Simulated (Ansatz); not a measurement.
This Ansatz input for HgS was spoiled on purpose:

```yaml
crystal:
  lattice:
    - [0.0, 2.9839316083, 2.9839316083]
    - [2.9839316083, 0.0, 2.9839316083]
    - [2.9839316083, 2.9839316083, 0.0]
  atoms:
    - { symbol: Hg, position: [0.0, 0.0, 0.0] }
    - { symbol: S, position: [0.75, 0.75, 0.75] }
basis:
  ecutwfc: "80 eV"
  ecutrho_ratio: 4
kpoints:
  mp_grid: { grid: [10, 10, 10] }
hamiltonian:
  xc: pbe
scf:
  occupations: { method: gaussian, width: 0.05 }
  max_iter: 50
output:
  forces: true
  stress: true
magnetization:
  noncollinear: true
  spin_orbit: true
```

Launched as:
```sh
ansatz run input.yaml --threads 4 --pin off --max-ram 7168MiB --backend cpu --events-out ev --progress --plain --runs-dir out
```

Task: What is wrong with it?

Result: A cutoff far too low. Against the sound input: basis.ecutwfc: 420 → "80 eV" (the cap on iterations is only a precaution).

What the program printed:

```
Warning: basis.ecutwfc = 80 eV is below the records' recommended 420 eV, and the density's cutoff is lower with it unless basis.ecutrho_ratio is high enough to keep the records' density cutoff: compare with a run at a higher cutoff
Warning: basis.ecutrho_ratio = 4 (ecutrho = 320 eV) is below the records' recommended 1680 eV
```

SCF trace (energy estimate counted from the last row):
```
iteration   ΔE (eV)  density residual (eV)  M (μB)
        1  -237.126                 3.99e2  0.00e0
        2  -144.379                 2.21e2  0.00e0
        3    -3.664                 7.11e0  0.00e0
        4    -0.439                 1.43e0  0.00e0
        5    -0.031                2.03e-1  0.00e0
        6  -1.0e-03                3.16e-2  0.00e0
        7  -2.5e-05                6.15e-4  0.00e0
        8  -1.9e-05                9.67e-5  0.00e0
        9  -1.0e-06                4.49e-6  0.00e0
       10     0.000                1.23e-7  0.00e0
       11     0.000                1.74e-9  0.00e0
```

```
SCF 1 converged in 11 iterations: F = -14275.677242 eV  dr2 = 1.74e-9
SCF converged after 11 iterations
Magnetization: |M| = 0.0000 μB,  M = (+0.0000, +0.0000, +0.0000) μB
Absolute magnetization: 0.0000 μB (∫|m|)
  site 0: m = (+0.0000, +0.0000, +0.0000) μB, |m| = 0.0000 μB  (R = 1.07 Å)
  site 1: m = (+0.0000, +0.0000, +0.0000) μB, |m| = 0.0000 μB  (R = 1.07 Å)
Free energy (F): -14275.677242 eV
E sigma→0 (E₀):  -14275.677127 eV
Entropy (-TS):   -0.000230 eV (-0.115 meV/atom)
Fermi energy:    11.253207 eV
--- Forces (eV/Å), atoms counted from 1 ---
  atom   1  Hg     0.00000000     0.00000000     0.00000000
  atom   2  S      0.00000000     0.00000000     0.00000000
--- Stress (GPa, compression-positive) ---
      -31.911778       0.000000       0.000000
        0.000000     -31.911778       0.000000
        0.000000       0.000000     -31.911778
  P = ⅓ Tr σ = -31.9118 GPa (-319.118 kbar)
```

The run converged all the same; its pressure of -32 GPa shows the fault against the sound run's. Its energy lies 240387 meV/atom from the sound one. Run time: 0.91 s on 4 threads of Arm Neoverse V2, on a shared host, peak memory 0.32 GiB. The run before the change (PBE with spin–orbit coupling, 420 eV, 10×10×10 mesh) gave:

| run | P (GPa) | gap on the mesh (eV) | cell moment (μB) | largest force component (eV/Å) |
| --- | --- | --- | --- | --- |
| sound | 0.0 | 0.09 | 0.00 (no moment typed) | 0.000 |
| spoiled | -31.9 | metal | 0.00 (no moment typed) | 0.000 |

The chain of runs began from a cell as deposited in COD, expanded in volume.
